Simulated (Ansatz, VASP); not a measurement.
**Ag in VASP and in Ansatz**

```
CELL_PARAMETERS angstrom
-0.02043 2.03288 2.03288
2.03288 -0.02043 2.03288
2.03288 2.03288 -0.02043
ATOMIC_POSITIONS crystal
Ag 0.00000 0.00000 0.00000
```

Change from the starting cell: equal xy, yz and zx shear strains of -1 %.

Alike in both runs: task single point; functional PBEsol; k mesh 15 × 15 × 15; occupations fermi-dirac, width 0.03 eV; no spin polarisation.

|  | VASP | Ansatz |
| --- | --- | --- |
| version | VASP 6.6.1 | Ansatz 0.2.0 |
| potentials or method | VASP PAW PBE potentials, release 64 (Ag), cutoff 520 eV | all-electron LAPW, scalar-relativistic |

Ansatz gave:

- pressure (GPa): -2.7
- largest component of the traceless stress (GPa): 0.19

**Question.** Estimate VASP's values.

**Answer.** Pressure (GPa): -2.9; largest component of the traceless stress (GPa): 0.19.

Ansatz ran all-electron here, so the differences hold the error of VASP's frozen core and of both bases.

Caveats: the PAW data sets were made with another functional, which shifts forces and pressure a little (VASP).
